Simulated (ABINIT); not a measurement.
Here is an ABINIT 10.8.3 (patched build) calculation.

File run.abi:

```
pp_dirpath "./"
pseudos "Pb.upf, O.upf"

acell 3*1.0
rprim
     0.0000000000     5.1060248709     5.1060248709
     5.1060248709     0.0000000000     5.1060248709
     5.1060248709     5.1060248709     0.0000000000
ntypat 2
znucl 82 8
natom 3
typat 1 2 2
xred
     0.0000000000     0.0000000000     0.0000000000
     0.7500000000     0.7500000000     0.7500000000
     0.2500000000     0.2500000000     0.2500000000

ecut 1251.723767 eV

kptopt 1
ngkpt 9 9 9
nshiftk 1
shiftk 0.0 0.0 0.0

ixc 11

nband 17
occopt 3
tsmear 0.05 eV

nstep 100
tolvrs 1.0e-10

iomode 3
prtwf 0
prtden 0
prteig 0
prtebands 0
enunit 1
```

Potentials or basis: Ansatz NC PBE.

The run is started by

```bash
$ abinit run.abi > log 2>&1
```

Question: Estimate the band gap on the k mesh.

Answer: None (metal or under the smearing width).

Question: Predict the pressure.

Answer: 0.4 GPa.

The run has no spin-orbit coupling, so splittings on Pb are missing.
